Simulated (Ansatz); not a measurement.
Runs of Ansatz 0.2.0 on TiC. The structure is cubic, space group Fm-3m (No. 225). The conventional cell has a = 4.331 Å, b = 4.331 Å, c = 4.331 Å, α = 90.00°, β = 90.00°, γ = 90.00°. Around Ti (site symmetry m-3m) lie 6 C at 2.17 Å. Around C (site symmetry m-3m) lie 6 Ti at 2.17 Å. The cell is a database's computed one.

```tsv
task	level	potentials or basis	U	cell	cutoff (eV)	points for each segment of the path	hubbard projectors	double counting	gap on the mesh (eV)	pressure (GPa)	V0 of scaled cells (Å³/atom)	relaxed volume (Å³/atom)	B0 (GPa)
equation of state	LDA	PseudoDojo LDA	-	as given	1143	-	-	-	-	-	(a)	-	283
equation of state	BPBE	Ansatz PAW	-	as given	420	-	-	-	-	-	(b)	-	250
band structure	m-r2SCAN	Ansatz PAW	-	as given	500	14	-	-	none	-0.7	-	-	-
density of states	LDA	Ansatz PAW	-	as given	420	-	-	-	none	-12.6	-	-	-
relaxation of cell and atoms	BLYP+D3(BJ)	Ansatz PAW	-	relaxed	420	-	-	-	-	0.0	-	9.82	-
relaxation of cell and atoms	PBEsol	Ansatz PAW	-	relaxed	420	-	-	-	-	0.0	-	9.89	-
equation of state	r2SCAN+D4	Ansatz PAW	-	as given	500	-	-	-	-	-	10.07	-	266
relaxation of cell and atoms	PBEsol+U	Ansatz PAW	Ti d U = 3 eV	relaxed	420	-	ortho-atomic (the default)	fll (the default)	-	0.0	-	10.08	-
```

Alike in all rows: no spin polarisation; k mesh 11 × 11 × 11; smearing fermi-dirac 0.05 eV.

Task: Fill in the values left out.

Result: (a) 9.69; (b) 10.17.

Caveats: the PAW data sets come from PBE, with cores solved anew for the run's functional, which leaves a small shift of forces and pressure (some runs); the plane-wave basis is chosen anew once the cell has moved, so the energies of steps on either side of that aren't comparable (some runs); the potentials were made for another functional, which shifts forces and pressure (some runs); the PAW data sets were made with another functional, which shifts forces and pressure a little (some runs); the U is typed as a test and isn't derived for this compound (some runs).

A gap of «none» marks a metal or a gap under the smearing width.

Runs at the PBE level aren't shown here.
